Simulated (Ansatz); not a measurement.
Runs of Ansatz 0.2.0 on Sn. It takes space group Im-3m (No. 229, cubic). Conventional cell: a = 3.789 Å, b = 3.789 Å, c = 3.789 Å, α = 90.00°, β = 90.00°, γ = 90.00°. Sn (site symmetry m-3m) is surrounded by 8 Sn at 3.28 Å. This isn't the form of Sn at room conditions, which is tetragonal (white tin).

```csv
task,level,spin,cell,k mesh,cutoff (eV),points for each segment of the path,gap on the mesh (eV),pressure (GPa),relaxed volume (Å³/atom)
relaxation of cell and atoms,BLYP,off,relaxed,10 × 10 × 10,420,-,none,0.0,(a)
band structure,revPBE,off,as given,10 × 10 × 10,420,14,none,(c),-
band structure,LDA,"SOC, no magnetisation",as given,7 × 7 × 7,420,14,none,-3.2,-
band structure,r2SCAN,off,as given,10 × 10 × 10,500,14,none,-0.8,-
band structure,RPBE,off,as given,10 × 10 × 10,420,14,none,2.0,-
band structure,BLYP,off,as given,10 × 10 × 10,420,14,none,5.4,-
relaxation of cell and atoms,PBEsol,off,relaxed,10 × 10 × 10,420,-,none,0.0,25.98
band structure,PBEsol,off,as given,10 × 10 × 10,420,14,none,(b),-
```

Alike in all rows: potentials or basis Ansatz PAW; smearing fermi-dirac 0.05 eV.

**Question.** Fill in the values left out.

**Answer.** (a) 30.80; (b) -2.2; (c) 1.6.

Caveats: the PAW data sets come from PBE, with cores solved anew for the run's functional, which leaves a small shift of forces and pressure; spin-orbit coupling is left out, which moves the levels of the heavy elements (some runs); the plane-wave basis is chosen anew once the cell has moved, so the energies of steps on either side of that aren't comparable (some runs).

A k mesh can miss the band edges, and rows without SOC leave out spin-orbit coupling on Sn.

A gap of «none» marks a metal or a gap under the smearing width.
